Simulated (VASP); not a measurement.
# Ni (Fm-3m) in VASP: notebook, part 2 of 2

VASP 6.6.1.

**3. Relaxation of cell and atoms, LDA, collinear spin, ferromagnetic start**

This run uses another cell than the first one, of 10.02 Å³/atom, 0.916 times its volume.

File INCAR:

```
PREC = Accurate ; ENCUT = 350
EDIFF = 1E-7 ; ISMEAR = 0
SIGMA = 0.1 ; LREAL = False
LASPH = True ; NELM = 150
ALGO = Fast ; ISIF = 3
LWAVE = False ; LCHARG = False
ISPIN = 2 ; MAGMOM = 0.8
LORBIT = 11 ; LMAXMIX = 4
IBRION = 2 ; NSW = 80
EDIFFG = -0.002
```

File KPOINTS:

```
Automatic mesh
0
Gamma
  10 10 10
```

File POSCAR:

```
Ni                                      
1.0
    0.0000000000      1.7111110170      1.7111110170
    1.7111110170     -0.0000000000      1.7111110170
    1.7111110170      1.7111110170      0.0000000000
  Ni            
     1
Direct
     0.0000000000000000    0.0000000000000000    0.0000000000000000
```

Potentials or basis: VASP PAW LDA potentials, release 64 (Ni).

The run is started by

```console
$ cat potpaw_LDA.64/Ni/POTCAR > POTCAR
$ mpirun -np 1 vasp_std > vasp.out
```

OUTCAR:

```text
PREC = Accurate
   ENCUT = 350
   EDIFF = 1E-7
   ISMEAR = 0
   LREAL = False
   LASPH = True
   NELM = 150
   ISIF = 3
   ISPIN = 2
   LORBIT = 11
   IBRION = 2
   NSW = 80
   EDIFFG = -0.002

 ion  position               nearest neighbor table
   1  0.000  0.000  0.000-

  LATTYP: Found a face centered cubic cell.
 ALAT       =     3.4222220340

  Lattice vectors:

 A1 = (   0.0000000000,   1.7111110170,   1.7111110170)
 A2 = (   1.7111110170,   0.0000000000,   1.7111110170)
 A3 = (   1.7111110170,   1.7111110170,   0.0000000000)

Analysis of symmetry for initial positions (statically):
=====================================================================
 Subroutine PRICEL returns:
 Original cell was already a primitive cell.

 Routine SETGRP: Setting up the symmetry group for a
 face centered cubic supercell.

 Subroutine GETGRP returns: Found 48 space group operations
 (whereof 48 operations were pure point group operations)
 out of a pool of 48 trial point group operations.

The static configuration has the point symmetry O_h .

Analysis of symmetry for dynamics (positions and initial velocities):
=====================================================================
 Subroutine PRICEL returns:
 Original cell was already a primitive cell.

 Routine SETGRP: Setting up the symmetry group for a
 face centered cubic supercell.

 Subroutine GETGRP returns: Found 48 space group operations
 (whereof 48 operations were pure point group operations)
 out of a pool of 48 trial point group operations.

The dynamic configuration has the point symmetry O_h .

Analysis of structural, dynamic, and magnetic symmetry:
=====================================================================
 Subroutine PRICEL returns:
 Original cell was already a primitive cell.

 Routine SETGRP: Setting up the symmetry group for a
 face centered cubic supercell.

 Subroutine GETGRP returns: Found 48 space group operations
 (whereof 48 operations were pure point group operations)
 out of a pool of 48 trial point group operations.

The overall configuration has the point symmetry O_h .

 Subroutine INISYM returns: Found 48 space group operations
 (whereof 48 operations are pure point group operations),
 and found     1 'primitive' translations

----------------------------------------------------------------------------------------

                                     Primitive cell

  volume of cell :      10.0199

  direct lattice vectors                    reciprocal lattice vectors
     0.000000000  1.711111017  1.711111017    -0.292207808  0.292207808  0.292207808
     1.711111017  0.000000000  1.711111017     0.292207808 -0.292207808  0.292207808
     1.711111017  1.711111017  0.000000000     0.292207808  0.292207808 -0.292207808

  length of vectors
     2.419876407  2.419876407  2.419876407     0.506118770  0.506118770  0.506118770

  position of ions in fractional coordinates (direct lattice)
     0.000000000  0.000000000  0.000000000

  ion indices of the primitive-cell ions
   primitive index   ion index
                 1           1

----------------------------------------------------------------------------------------

 KPOINTS: Automatic mesh
[... 60 lines left out ...]
   ISTART =      0    job   : 0-new  1-cont  2-samecut
   ICHARG =      2    charge: 1-file 2-atom 10-const
   ISPIN  =      2    spin polarized calculation?
   LNONCOLLINEAR =      F non collinear calculations
   LSORBIT =      F    spin-orbit coupling
   LASPH  =      T    aspherical Exc in radial PAW
   ENCUT  =  350.0 eV  25.72 Ry    5.07 a.u.   3.69  3.69  3.69*2*pi/ulx,y,z
   NELM   =    150;   NELMIN=  2; NELMDL= -5     # of ELM steps
   EDIFF  = 0.1E-06   stopping-criterion for ELM
   LREAL  =      F    real-space projection
   EDIFFG = -.2E-02   stopping-criterion for IOM
   NSW    =     80    number of steps for IOM
   IBRION =      2    ionic relax: 0-MD 1-quasi-New 2-CG
   NFREE  =      1    steps in history (QN), initial steepest desc. (CG)
   ISIF   =      3    stress and relaxation
   ISYM   =      2    0-nonsym 1-usesym 2-fastsym
   POTIM  = 0.5000    time-step for ionic-motion
   TEBEG  =    0.0;   TEEND  =   0.0 temperature during run
   PSTRESS=    0.0 pullay stress
   NELECT =      10.0000    total number of electrons
   NUPDOWN=      -1.0000    fix difference up-down
   EMIN   =  10.00;   EMAX   =-10.00  energy-range for DOS
   EFERMI =   0.00;   METHOD = LEGACY
   ISMEAR =     0;   SIGMA  =   0.10  broadening in eV -4-tet -1-fermi 0-gaus
   EFERMI_NEDOS =   21; number of points for ismear=-14 and -15
   IALGO  =     68    algorithm
   IMIX   =      4    mixing-type and parameters
     AMIX     =   0.40;   BMIX     =  1.00
     AMIX_MAG =   1.60;   BMIX_MAG =  1.00
  volume/ion in A,a.u.               =      10.02        67.62
  Fermi-wavevector in a.u.,A,eV,Ry     =   1.636013  3.091616 36.416500  2.676537
  Thomas-Fermi vector in A             =   2.727390
   LORBIT       =     11    0 simple, 1 ext, 2 COOP (PROOUT), +10 PAW based schemes
   GGA     = CA    functional components
   LHFCALC =     F    Hartree Fock is set to
   AEXX    =    0.0000 exact exchange contribution
   IVDW    =     0    specifies the selected vdW correction
   LEPSILON=     F    determine dielectric tensor
   LRPA    =     F    only Hartree local field effects (RPA)
 conjugate gradient relaxation of ions
 spin polarized calculation
 RMM-DIIS sequential band-by-band and
 Gauss-broadening in eV      SIGMA  =   0.10
  energy-cutoff  :      350.00
  volume of cell :       10.02
 maximum number of plane-waves:       169
   NGX =  7   NGY =  7   NGZ =  7

--------------------------------------- Ionic step        1  -------------------------------------------

 number of electron      10.0000000 magnetization       0.8000000

 number of electron       9.9999992 magnetization       0.6496530

 Free energy of the ion-electron system (eV)
  ---------------------------------------------------
  ext. energy  EPLUGINS =         0.00000000
  ---------------------------------------------------
  free energy    TOTEN  =        -6.58680354 eV

  energy without entropy =       -6.57808268  energy(sigma->0) =       -6.58244311

------------------------ aborting loop because EDIFF is reached ----------------------------------------

  FORCE on cell =-STRESS in cart. coord.  units (eV):
  Direction    XX          YY          ZZ          XY          YZ          ZX
  --------------------------------------------------------------------------------------
  -------------------------------------------------------------------------------------
  Total        0.0136784      0.0136784      0.0136784      0.0000000      0.0000000     -0.0000000
  in kB        2.1871612      2.1871612      2.1871612      0.0000000      0.0000000     -0.0000000
  external PRESSURE =       2.1871612 kB  Pullay stress =       0.0000000 kB
[... 127 lines left out ...]
--------------------------------------- Ionic step        5  -------------------------------------------

 number of electron       9.9999991 magnetization       0.6499073

 Free energy of the ion-electron system (eV)
  ---------------------------------------------------
  ext. energy  EPLUGINS =         0.00000000
  ---------------------------------------------------
  free energy    TOTEN  =        -6.58680774 eV

  energy without entropy =       -6.57807883  energy(sigma->0) =       -6.58244329

 E-fermi :  10.2658     XC(G=0): -14.1058

 val. band max:       10.2483887441   @ k =   0.5000   0.3000   0.1000
 cond. band min:      10.2717298036   @ k =   0.4000   0.0000   0.0000
 fundamental gap:      0.0233410596
 Fermi energy:        10.2657513440

 spin component 1

 k-point     1 :       0.0000    0.0000    0.0000
  band No.  band energies     occupation
      1       0.6720      1.00000
      2       7.6541      1.00000
      3       7.6541      1.00000
      4       7.6541      1.00000
      5       8.9572      1.00000
      6       8.9572      1.00000
      7      34.7039      0.00000
      8      39.1125      0.00000
      9      39.1125      0.00000
[... 265 lines left out ...]
 k-point    24 :       0.4000    0.3000    0.0000
  band No.  band energies     occupation
      1       5.1780      1.00000
      2       6.1055      1.00000
      3       8.4333      1.00000
      4       9.0896      1.00000
      5       9.7110      1.00000
      6      10.3785      0.05547
      7      24.9874      0.00000
      8      26.1997      0.00000
      9      28.0251      0.00000

 [... further k-points ...]

 spin component 2

 k-point     1 :       0.0000    0.0000    0.0000
  band No.  band energies     occupation
      1       0.7302      1.00000
      2       8.3149      1.00000
      3       8.3149      1.00000
      4       8.3149      1.00000
      5       9.5662      1.00000
      6       9.5662      1.00000
      7      34.7008      0.00000
      8      39.1721      0.00000
      9      39.1721      0.00000
[... 304 lines left out ...]
  FREE ENERGIE OF THE ION-ELECTRON SYSTEM (eV)
  ---------------------------------------------------
  free  energy   TOTEN  =        -6.5868077416 eV

  energy  without entropy=       -6.5780788312  energy(sigma->0) =       -6.58244329

 reached required accuracy - stopping structural energy minimisation

 total charge

# of ion       s       p       d       tot
------------------------------------------
    1        0.537   0.575   8.357   9.468

 magnetization (x)

# of ion       s       p       d       tot
------------------------------------------
    1       -0.003  -0.017   0.670   0.649
```

OSZICAR:

```text
N       E                     dE             d eps       ncg     rms          rms(c)
DAV:   1     0.141131113443E+02    0.14113E+02   -0.38212E+03  1812   0.109E+03
DAV:   2    -0.745659543466E+01   -0.21570E+02   -0.20820E+02  1722   0.141E+02
[... 38 lines left out ...]
       N       E                     dE             d eps       ncg     rms          rms(c)
DAV:   1    -0.658681155236E+01   -0.42484E-05   -0.59518E-05  1905   0.136E-01    0.164E-02
RMM:   2    -0.658680871874E+01    0.28336E-05   -0.12912E-05  1692   0.621E-02    0.873E-03
RMM:   3    -0.658680785256E+01    0.86618E-06   -0.19347E-06  1589   0.264E-02    0.312E-03
RMM:   4    -0.658680774756E+01    0.10501E-06   -0.34965E-08  1003   0.219E-03    0.140E-03
RMM:   5    -0.658680774158E+01    0.59817E-08   -0.10625E-08   966   0.167E-03
   5 F= -.65868077E+01 E0= -.65824433E+01  d E =-.419878E-05  mag=     0.6499
```

CONTCAR:

```text
Ni
   1.00000000000000
     0.0000000000000000    1.7114603997581677    1.7114603997581677
     1.7114603997581677    0.0000000000000000    1.7114603997581677
     1.7114603997581677    1.7114603997581677   -0.0000000000000000
  Ni
     1
Direct
     0.0000000000000000    0.0000000000000000    0.0000000000000000

  0.00000000E+00  0.00000000E+00  0.00000000E+00
```

Run time: 9.4 s. Hardware: 1 thread of Intel Xeon Platinum 8488C (Sapphire Rapids), shared host; peak memory 0.11 GiB.

Results:

```
Free energy                                           : -6.5868 eV
Relaxed volume                                        : 10.03 Å³/atom
Relaxed cell                                          : a = 2.420 Å, b = 2.420 Å, c = 2.420 Å, α = 60.00°, β = 60.00°, γ = 60.00°
Space group after relaxing (to 0.05 Å)                : Fm-3m (No. 225)
Energy gained by relaxing                             : 0.0 meV/atom
Ionic steps                                           : 5
Pressure after relaxing                               : 0.0 GPa
Band gap on the k mesh                                : none (metal or under the smearing width)
Net moment                                            : 0.65 μB per cell
Site moments                                          : Ni +0.65 μB
Valence electrons inside the program's atomic spheres : Ni 9.47
```

Final structure:
```
Ni
1.0
     0.00000    1.71146    1.71146
     1.71146    0.00000    1.71146
     1.71146    1.71146    0.00000
Ni
1
Direct
  0.00000 0.00000 0.00000
```
